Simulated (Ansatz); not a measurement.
# Sn: elastic constants, part 2 of 2

Aim: the elastic tensor from the stress of slightly strained cells, and the moduli that follow. Runs: reference run (LAPW); at 5 GPa (LAPW). Companion runs by PAW are cited.

Ansatz 0.2.0; DFT PBEsol. The steps go on from the part before.

## (3) At 5 GPa, LAPW

input.yaml

```yaml
crystal:
  lattice:
    - [0.0, 3.16803282959, 3.16803282959]
    - [3.16803282959, 0.0, 3.16803282959]
    - [3.16803282959, 3.16803282959, 0.0]
  atoms:
    - { symbol: Sn, position: [0.5, 0.5, 0.5] }
    - { symbol: Sn, position: [0.75, 0.75, 0.75] }
kpoints:
  mp_grid: { grid: [14, 14, 14] }
scf:
  occupations: { method: fermi_dirac, width: 0.1 }
hamiltonian:
  xc: pbesol
  pseudopotentials: { kind: all_electron, lapw: { basis_error: 0.001 } }
elastic:
  mode: relaxed_ion
  stencil: two_point
  amplitude: 0.005
```

The run is started by

```
$ ansatz run input.yaml --threads 1 --pin off --max-ram 2048MiB --backend cpu --events-out ev --progress --plain --runs-dir out
```

Standard output:

```text
LAPW: plane waves up to 8.736 Å⁻¹, error target 1.0e-3 eV per atom; small_component_spin mean_spin; Sn in spheres of 1.331 Å, 22 of its electrons in bands, Dirac shells [] (how accurate: hamiltonian.pseudopotentials.lapw.basis_error, Limitations)
Engine: ansatz 0.2.0
Pseudopotentials: kind: all_electron
Pseudopotential: Sn, LAPW, valence charge 22, lapw/all_electron/scalar/gaussian/Sn, Koelling and Harmon's equation, gaussian nucleus
Functional definition: PBEsol
  exchange = pbesol_x
  correlation = pbesol_c
Crystal: 2 atoms, lattice volume = 63.591 Å³
Basis set: ecut = 290.77832810825157 eV, 725 PW (Γ), exchange–correlation at level 2
Bands: 27, of which v1, the nominal top of the filled ones, is band 22 counted from 1 (21 counted from 0)
Symmetry: 48 space group operations
Space group: Fd-3m (ITA 227), of the structure as read, at distance tolerance 4.0e-5 Å
k-points: 104 of 2744
Non-local potential: Sn, projectors of the file, none
Initial density: superposition of atomic densities (chi_scale 0.1, normalization cell)
Initial wavefunctions: plane waves of lowest kinetic energy (no species holds an atomic orbital)
Functional: x = pbesol(κ = 0.804, μ = 0.12345679012345678), c = pbesol(β = 0.046)
iter 1 solved again at ethr=6.99e-4 eV; its pass at ethr=1.00e-1 eV (dr2=3.08e-1 eV) is discarded
SCF iter   1: F=—  HF=-336030.005459 eV  |F-HF|=—  |Δ(HF+E_count)|=         —  Δρ=2.03e-2  dr2=3.11e-1  ethr=6.99e-4  ⟨swp⟩=2.7  Hψ=18077  notcnv=0
preconditioner: auto → Kerker (q_TF=auto, 2.566 Å⁻¹)  [metal: Δε(μ)=0.095 eV  Ē_g=21.036 eV  σ=0.100 eV  W_gap=0.23  n_scr=14 (ndim 8)  ℏωp=24.6 eV  f_vac=0.096  D(μ)=0.08/eV (n_scr^D=0)]
SCF iter   2: F=—  HF=-336029.961224 eV  |F-HF|=—  |Δ(HF+E_count)|=   4.42e-2  Δρ=1.41e-2  dr2=1.91e-1  ethr=6.99e-4  ⟨swp⟩=2.0  Hψ=7833  notcnv=0
SCF iter   3: F=—  HF=-336029.928702 eV  |F-HF|=—  |Δ(HF+E_count)|=   3.25e-2  Δρ=5.12e-3  dr2=3.90e-2  ethr=4.34e-4  ⟨swp⟩=2.0  Hψ=7905  notcnv=0
SCF iter   4: F=—  HF=-336029.914342 eV  |F-HF|=—  |Δ(HF+E_count)|=   1.44e-2  Δρ=2.52e-3  dr2=9.54e-3  ethr=8.85e-5  ⟨swp⟩=2.0  Hψ=7849  notcnv=0  defer=1
SCF iter   5: F=—  HF=-336029.914053 eV  |F-HF|=—  |Δ(HF+E_count)|=         —  Δρ=1.01e-3  dr2=1.10e-3  ethr=2.17e-5  ⟨swp⟩=2.1  Hψ=7849  notcnv=0
the basis was enlarged: its passes take 107.5 KiB over the memory plan, 1 of 1 planned eigensolver slots
iter 6 solved again at ethr=1.61e-7 eV; its pass at ethr=2.50e-6 eV (dr2=7.08e-5 eV) is discarded
SCF iter   6: F=—  HF=-336029.914869 eV  |F-HF|=—  |Δ(HF+E_count)|=   8.16e-4  Δρ=2.69e-4  dr2=7.07e-5  ethr=1.61e-7  ⟨swp⟩=2.0  Hψ=13968  notcnv=0
SCF iter   7: F=—  HF=-336029.914947 eV  |F-HF|=—  |Δ(HF+E_count)|=   7.78e-5  Δρ=3.83e-5  dr2=8.55e-7  ethr=1.61e-7  ⟨swp⟩=3.0  Hψ=8292  notcnv=0
SCF iter   8: F=—  HF=-336029.914949 eV  |F-HF|=—  |Δ(HF+E_count)|=   2.36e-6  Δρ=1.06e-5  dr2=4.27e-8  ethr=1.94e-9  ⟨swp⟩=3.0  Hψ=8293  notcnv=0
SCF iter   9: F=—  HF=-336029.914949 eV  |F-HF|=—  |Δ(HF+E_count)|=   2.49e-7  Δρ=1.35e-6  dr2=1.26e-9  ethr=9.71e-11  ⟨swp⟩=3.1  Hψ=8308  notcnv=0
SCF iter  10: F=—  HF=-336029.914949 eV  |F-HF|=—  |Δ(HF+E_count)|=   3.61e-9  Δρ=3.91e-7  dr2=9.77e-11  ethr=2.86e-12  ⟨swp⟩=3.0  Hψ=8294  notcnv=0
SCF iter  11: F=—  HF=-336029.914949 eV  |F-HF|=—  |Δ(HF+E_count)|=  6.40e-10  Δρ=5.16e-8  dr2=1.67e-12  ethr=2.13e-12 (applied; sched 1.00e-12)  ⟨swp⟩=3.0  Hψ=8019  notcnv=0
SCF iter  12: F=-336029.914949 eV  HF=-336029.914949 eV  |F-HF|=5.82e-11  |Δ(HF+E_count)|=  4.66e-10  Δρ=1.33e-8  dr2=6.89e-14  ethr=2.02e-12 (applied; sched 1.00e-12)  ⟨swp⟩=2.0  Hψ=7838  notcnv=0
SCF 1 converged in 12 iterations: F = -336029.914949 eV  dr2 = 6.89e-14
Crystal: 2 atoms, lattice volume = 63.274 Å³
Basis set: ecut = 291.7516458217689 eV, 725 PW (Γ), exchange–correlation at level 2
Symmetry: 16 space group operations
k-points: 244 of 2744
Initial density: handed on by an earlier stage of this run
Initial wavefunctions: plane waves of lowest kinetic energy (no species holds an atomic orbital; no wavefunctions were taken with the density)
iter 1 solved again at ethr=6.21e-8 eV; its pass at ethr=1.00e-1 eV (dr2=2.73e-5 eV) is discarded
SCF iter   1: F=—  HF=-336029.904623 eV  |F-HF|=—  |Δ(HF+E_count)|=         —  Δρ=1.17e-4  dr2=7.05e-6  ethr=6.21e-8  ⟨swp⟩=5.5  Hψ=57341  notcnv=0
preconditioner: auto → none  [metal: Δε(μ)=0.022 eV  Ē_g=21.130 eV  σ=0.100 eV  W_gap=0.05  n_scr=14 (ndim 8)  ℏωp=24.7 eV  f_vac=0.174  D(μ)=0.09/eV (n_scr^D=0)]
SCF iter   2: F=—  HF=-336029.904625 eV  |F-HF|=—  |Δ(HF+E_count)|=   2.10e-6  Δρ=5.84e-5  dr2=1.76e-6  ethr=1.60e-8  ⟨swp⟩=2.1  Hψ=18392  notcnv=0
iter 3 solved again at ethr=1.93e-11 eV; its pass at ethr=4.01e-9 eV (dr2=8.51e-9 eV) is discarded
SCF iter   3: F=—  HF=-336029.904626 eV  |F-HF|=—  |Δ(HF+E_count)|=   1.03e-6  Δρ=4.18e-6  dr2=8.60e-9  ethr=1.93e-11  ⟨swp⟩=2.8  Hψ=32834  notcnv=0
SCF iter   4: F=—  HF=-336029.904626 eV  |F-HF|=—  |Δ(HF+E_count)|=   3.42e-8  Δρ=1.46e-6  dr2=1.15e-9  ethr=1.93e-11  ⟨swp⟩=3.0  Hψ=19129  notcnv=0
SCF iter   5: F=—  HF=-336029.904626 eV  |F-HF|=—  |Δ(HF+E_count)|=   1.80e-9  Δρ=1.49e-7  dr2=1.20e-11  ethr=2.62e-12  ⟨swp⟩=3.0  Hψ=19424  notcnv=0
SCF iter   6: F=—  HF=-336029.904626 eV  |F-HF|=—  |Δ(HF+E_count)|=  5.82e-11  Δρ=2.56e-8  dr2=3.74e-13  ethr=2.02e-12 (applied; sched 1.00e-12)  ⟨swp⟩=2.0  Hψ=18374  notcnv=0
SCF iter   7: F=-336029.904626 eV  HF=-336029.904626 eV  |F-HF|=2.33e-10  |Δ(HF+E_count)|=    0.00e0  Δρ=2.16e-9  dr2=2.81e-15  ethr=2.02e-12 (applied; sched 1.00e-12)  ⟨swp⟩=2.0  Hψ=18374  notcnv=0
SCF 2 converged in 7 iterations: F = -336029.904626 eV  dr2 = 2.81e-15
Crystal: 2 atoms, lattice volume = 63.909 Å³
Basis set: ecut = 289.8130877350537 eV, 725 PW (Γ), exchange–correlation at level 2
iter 1 solved again at ethr=7.79e-8 eV; its pass at ethr=1.00e-1 eV (dr2=3.43e-5 eV) is discarded
SCF iter   1: F=—  HF=-336029.924430 eV  |F-HF|=—  |Δ(HF+E_count)|=         —  Δρ=1.16e-4  dr2=7.14e-6  ethr=7.79e-8  ⟨swp⟩=5.4  Hψ=56850  notcnv=0
preconditioner: auto → none  [metal: Δε(μ)=0.023 eV  Ē_g=21.087 eV  σ=0.100 eV  W_gap=0.06  n_scr=14 (ndim 8)  ℏωp=24.6 eV  f_vac=0.176  D(μ)=0.10/eV (n_scr^D=0)]
SCF iter   2: F=—  HF=-336029.924432 eV  |F-HF|=—  |Δ(HF+E_count)|=   2.11e-6  Δρ=5.77e-5  dr2=1.78e-6  ethr=1.62e-8  ⟨swp⟩=2.1  Hψ=18389  notcnv=0
iter 3 solved again at ethr=1.20e-11 eV; its pass at ethr=4.04e-9 eV (dr2=5.30e-9 eV) is discarded
SCF iter   3: F=—  HF=-336029.924433 eV  |F-HF|=—  |Δ(HF+E_count)|=   1.02e-6  Δρ=3.30e-6  dr2=5.36e-9  ethr=1.20e-11  ⟨swp⟩=2.9  Hψ=32901  notcnv=0
SCF iter   4: F=—  HF=-336029.924433 eV  |F-HF|=—  |Δ(HF+E_count)|=   9.55e-9  Δρ=9.88e-7  dr2=6.25e-10  ethr=1.20e-11  ⟨swp⟩=3.0  Hψ=19134  notcnv=0
SCF iter   5: F=—  HF=-336029.924433 eV  |F-HF|=—  |Δ(HF+E_count)|=  6.98e-10  Δρ=1.87e-7  dr2=2.41e-11  ethr=2.18e-12 (applied; sched 1.42e-12)  ⟨swp⟩=3.0  Hψ=19403  notcnv=0
SCF iter   6: F=—  HF=-336029.924433 eV  |F-HF|=—  |Δ(HF+E_count)|=  5.24e-10  Δρ=2.90e-8  dr2=4.70e-13  ethr=2.07e-12 (applied; sched 1.00e-12)  ⟨swp⟩=2.1  Hψ=18402  notcnv=0
SCF iter   7: F=-336029.924433 eV  HF=-336029.924433 eV  |F-HF|=2.91e-10  |Δ(HF+E_count)|=  3.49e-10  Δρ=3.02e-9  dr2=6.73e-15  ethr=2.02e-12 (applied; sched 1.00e-12)  ⟨swp⟩=2.0  Hψ=18372  notcnv=0
SCF 3 converged in 7 iterations: F = -336029.924433 eV  dr2 = 6.73e-15
Basis set: ecut = 290.7795396909291 eV, 725 PW (Γ), exchange–correlation at level 2
Symmetry: 8 space group operations
k-points: 428 of 2744
iter 1 solved again at ethr=2.24e-7 eV; its pass at ethr=1.00e-1 eV (dr2=9.87e-5 eV) is discarded
SCF iter   1: F=—  HF=-336029.914637 eV  |F-HF|=—  |Δ(HF+E_count)|=         —  Δρ=2.52e-4  dr2=7.34e-5  ethr=2.24e-7  ⟨swp⟩=5.1  Hψ=97788  notcnv=0
preconditioner: auto → none  [metal: Δε(μ)=0.015 eV  Ē_g=21.108 eV  σ=0.100 eV  W_gap=0.04  n_scr=14 (ndim 8)  ℏωp=24.6 eV  f_vac=0.175  D(μ)=0.10/eV (n_scr^D=0)]
iter 2 solved again at ethr=5.02e-9 eV; its pass at ethr=1.67e-7 eV (dr2=2.21e-6 eV) is discarded
SCF iter   2: F=—  HF=-336029.914609 eV  |F-HF|=—  |Δ(HF+E_count)|=   2.87e-5  Δρ=6.05e-5  dr2=2.19e-6  ethr=5.02e-9  ⟨swp⟩=2.0  Hψ=56489  notcnv=0
SCF iter   3: F=—  HF=-336029.914608 eV  |F-HF|=—  |Δ(HF+E_count)|=   8.26e-7  Δρ=2.54e-5  dr2=3.75e-7  ethr=4.98e-9  ⟨swp⟩=2.0  Hψ=32226  notcnv=0
SCF iter   4: F=—  HF=-336029.914608 eV  |F-HF|=—  |Δ(HF+E_count)|=   3.93e-8  Δρ=4.43e-6  dr2=8.58e-9  ethr=8.53e-10  ⟨swp⟩=3.0  Hψ=33182  notcnv=0
SCF iter   5: F=—  HF=-336029.914608 eV  |F-HF|=—  |Δ(HF+E_count)|=   8.67e-9  Δρ=3.02e-7  dr2=4.71e-11  ethr=1.95e-11  ⟨swp⟩=3.0  Hψ=34028  notcnv=0
SCF iter   6: F=—  HF=-336029.914608 eV  |F-HF|=—  |Δ(HF+E_count)|=  3.49e-10  Δρ=6.11e-8  dr2=2.31e-12  ethr=2.02e-12 (applied; sched 1.00e-12)  ⟨swp⟩=2.0  Hψ=32217  notcnv=0
SCF iter   7: F=—  HF=-336029.914608 eV  |F-HF|=—  |Δ(HF+E_count)|=  9.90e-10  Δρ=2.07e-8  dr2=2.16e-13  ethr=2.02e-12 (applied; sched 1.00e-12)  ⟨swp⟩=2.0  Hψ=32217  notcnv=0
SCF iter   8: F=-336029.914608 eV  HF=-336029.914608 eV  |F-HF|=1.16e-10  |Δ(HF+E_count)|=  9.31e-10  Δρ=2.74e-9  dr2=3.36e-15  ethr=2.02e-12 (applied; sched 1.00e-12)  ⟨swp⟩=2.0  Hψ=32217  notcnv=0
SCF 4 converged in 8 iterations: F = -336029.914608 eV  dr2 = 3.36e-15
relax step   1: F+E_penalty+E_count = -336029.91460792 eV  Δ(F+E_penalty+E_count) = +0.000e0 eV  max|allowed force component| = 5.913e-2 eV/Å  Δτ_max = 0.0000 Å  (8 SCF iters, accepted)
[... 13 lines left out ...]
relax step   2: F+E_penalty+E_count = -336029.91393979 eV  Δ(F+E_penalty+E_count) = +6.681e-4 eV  max|allowed force component| = 1.263e-1 eV/Å  Δτ_max = 0.0099 Å  (8 SCF iters, rejected (line search))
[... 11 lines left out ...]
relax step   3: F+E_penalty+E_count = -336029.91479550 eV  Δ(F+E_penalty+E_count) = -1.876e-4 eV  max|allowed force component| = 3.565e-4 eV/Å  Δτ_max = 0.0032 Å  (8 SCF iters, accepted)
[... 8 lines left out ...]
relax step   4: F+E_penalty+E_count = -336029.91479550 eV  Δ(F+E_penalty+E_count) = -5.588e-9 eV  max|allowed force component| = 9.604e-9 eV/Å  Δτ_max = 0.0000 Å  (5 SCF iters, accepted)
[... 15 lines left out ...]
relax step   1: F+E_penalty+E_count = -336029.91460792 eV  Δ(F+E_penalty+E_count) = +0.000e0 eV  max|allowed force component| = 5.913e-2 eV/Å  Δτ_max = 0.0000 Å  (8 SCF iters, accepted)
[... 12 lines left out ...]
relax step   2: F+E_penalty+E_count = -336029.91479550 eV  Δ(F+E_penalty+E_count) = -1.876e-4 eV  max|allowed force component| = 1.617e-6 eV/Å  Δτ_max = 0.0032 Å  (8 SCF iters, accepted)
iter 1 solved again at ethr=1.00e-12 eV; its pass at ethr=1.00e-1 eV (dr2=1.31e-15 eV) is discarded
SCF iter   1: F=—  HF=-336029.914796 eV  |F-HF|=—  |Δ(HF+E_count)|=         —  Δρ=6.04e-9  dr2=2.88e-14  ethr=2.34e-12 (applied; sched 1.00e-12)  ⟨swp⟩=7.9  Hψ=58294  notcnv=0
SCF iter   2: F=-336029.914796 eV  HF=-336029.914796 eV  |F-HF|=3.49e-10  |Δ(HF+E_count)|=   5.76e-9  Δρ=2.29e-9  dr2=2.63e-15  ethr=2.02e-12 (applied; sched 1.00e-12)  ⟨swp⟩=2.0  Hψ=32219  notcnv=0
SCF 11 converged in 2 iterations: F = -336029.914796 eV  dr2 = 2.63e-15
SCF converged after 12 iterations
Free energy (F): -336029.914949 eV
Harris-Foulkes:  -336029.914949 eV  (|F-HF|=5.82e-11)
Internal energy: -336029.911546 eV  (E = F + TS)
E sigma→0 (E₀):  -336029.913247 eV
Entropy (-TS):   -0.003404 eV (-1.702 meV/atom)
Fermi energy:    11.239046 eV
--- Per-component energies (eV) ---
  E_band       = -1519.671607
  E_kinetic    = 353387.983588
  E_xc         = -8845.838413
  E_electrostatic = -680572.056721  (all electrons and nuclei)
  E_smearing   = -0.003404  (= −TS)
  E_closure    = 0.000000  (closes the sum)
  E_atoms      = -336021.595641  (free atoms, spherical and without spin; not in F)
  Σ components = -336029.914949   (vs F -336029.914949, Δ=0.00e0)
  Basis errors (estimates in eV, not in F): energy 4.4e-4 per atom: plane waves 3.9e-4 (2.3e-4 summed), levels above the bands 9.0e-29, relativity 1.2e-8, radial functions 4.4e-5, core shells 2.1e-7; eigenvalues (radial functions only) 2.0e-7; not estimated: angular momenta, meshes, grids; target (lapw.basis_error) 1.0e-3; muffin-tin radii Sn 1.331 Å
--- Forces (eV/Å), atoms counted from 1 ---
  atom   1  Sn     0.00000000     0.00000000    -0.00000000
  atom   2  Sn    -0.00000000    -0.00000000    -0.00000000
  max |Σ_I F_I| component: 2.17e-18 eV/Å
--- Stress (GPa, compression-positive) ---
        4.989438       0.000000       0.000000
        0.000000       4.989438       0.000000
        0.000000       0.000000       4.989438
  P = ⅓ Tr σ = 4.9894 GPa (49.894 kbar)
--- Band table (eV; the first three rows and the last of 104) ---
  k-point 0: bands = ["-118.2156", "-118.2110", "-74.0574", "-74.0574", "-74.0574", "-74.0375", "-74.0375", "-74.0375", "-10.6413", "-10.6413", "-10.6413", "-10.5696", "-10.5696", "-10.1939", "-10.1939", "-10.1939", "-10.1747", "-10.1747", "0.0114", "10.9638", "11.2347", "11.2347", "11.2347", "13.3008", "13.3008", "13.3008", "16.0489"]
[... 3 lines left out ...]
--- Elastic constants: 2 strain directions × 2 members + reference (group order 48) ---
  dense FFT box of the reference and of every strained cell: 30×30×30
  strains applied: 11, 23; error gains: componentwise 1.00 (the most a stress slope's error grows in a printed constant), spectral 1.73 (1 for all six strains in a standard setting)
  C = ∂σ_k/∂η_j (tension-positive GPa; Voigt order 11 22 33 23 13 12):
        84.573     54.336     54.336      0.000     -0.000     -0.000
        54.336     84.573     54.336     -0.000      0.000     -0.000
        54.336     54.336     84.573     -0.000      0.000      0.000
         0.000      0.000      0.000     28.471     -0.000     -0.000
         0.000     -0.000      0.000     -0.000     28.471      0.000
         0.000     -0.000      0.000     -0.000     -0.000     28.471
  reference stress σ⁰ (GPa):     -4.989     -4.989     -4.989     -0.000     -0.000      0.000
  no Pulay correction (none for the plane-wave cutoff is built on LAPW): the batch's stresses and constants are at fixed plane waves
  C* (energy form; C + prestress term) asymmetry max|C*_kj − C*_jk| = 2.132e-14 GPa — a small one proves nothing (zero by symmetry where the batch's group is 432, −43m or m−3m); a large one is finite-difference/SCF noise where every solve meets its electron count
  moduli (Voigt/Reuss/Hill, GPa): K = 64.42/64.42/64.42   G = 23.13/21.04/22.08   E = 59.46   ν = 0.346
  mechanically stable: yes (min eigenvalue of sym C = 28.47 GPa)
  where every solve meets its electron count the energy-path curvature estimates C_jj along a normal strain and C_jj − ¼(σ⁰_aa + σ⁰_bb) along a shear (ab), closely only under elastic.basis: deformed
  strain η (Voigt 11):  stress-route row diagonal C_11 = 84.57 GPa, energy-path curvature d²(F+E_count)/dδ²/Ω₀ = 84.58 GPa
         δ    σ_11 (GPa)             F (eV)   n_scf  n_hpsi   n_pw
    -5.000e-3      -5.4150     -336029.9046260       7  186898    730   relax 0 steps, max|allowed force component| 6.94e-18 eV/Å
     5.000e-3      -4.5693     -336029.9244331       7  186491    730   relax 0 steps, max|allowed force component| 6.94e-18 eV/Å
  strain η (Voigt 23):  stress-route row diagonal C_44 = 28.47 GPa, energy-path curvature d²(F+E_count)/dδ²/Ω₀ = 30.97 GPa
         δ    σ_23 (GPa)             F (eV)   n_scf  n_hpsi   n_pw
    -5.000e-3      -0.1424     -336029.9147955       2   95417    730   relax 4 steps, max|allowed force component| 9.60e-9 eV/Å
     5.000e-3       0.1424     -336029.9147955       2   95855    730   relax 2 steps, max|allowed force component| 1.62e-6 eV/Å
```

It took 14 min on 1 thread of Intel Xeon Platinum 8375C at 2.90GHz (Ice Lake), shared host; peak memory 1.5 GiB.

C in GPa (Voigt order xx, yy, zz, yz, xz, xy):

```
84.6 54.3 54.3  0.0  0.0  0.0
54.3 84.6 54.3  0.0  0.0  0.0
54.3 54.3 84.6  0.0  0.0  0.0
 0.0  0.0  0.0 28.5  0.0  0.0
 0.0  0.0  0.0  0.0 28.5  0.0
 0.0  0.0  0.0  0.0  0.0 28.5
```

## (4) Side by side

PAW rows come from companion runs at the same settings.

```
               run   C11   C12   C44     K     G     E  Poisson ratio
ions relaxed, LAPW  61.7  31.3  27.1  41.5  21.5  54.9          0.279
    at 5 GPa, LAPW  84.6  54.3  28.5  64.4  22.1  59.5          0.346
 ions relaxed, PAW  61.6  31.4  27.0  41.5  21.4  54.8          0.280
     at 5 GPa, PAW  84.5  54.4  28.4  64.4  22.0  59.3          0.347
```

Constants and moduli in GPa; K, G and E are Hill averages.

## (5) Results

The summary covers parts 1 to 2.

```
                           quantity           value
                         C11 (LAPW)          62 GPa
                         C12 (LAPW)          31 GPa
                         C44 (LAPW)          27 GPa
    bulk, shear and Young's modulus  41, 21, 55 GPa
Debye temperature from sound speeds           197 K
         universal anisotropy index            0.41
```

In words: All eigenvalues are positive, so the crystal is mechanically stable; by LAPW K = 41 and G = 21 GPa, K/G = 1.93, on the ductile side of Pugh's rough line at 1.75, which was drawn for metals. Young's modulus runs from 41 to 67 GPa with direction. PAW's constants lie within 0.1 GPa of LAPW's. At 5 GPa K rises to 64 GPa. Cautions: responses of metals move with mesh and smearing.
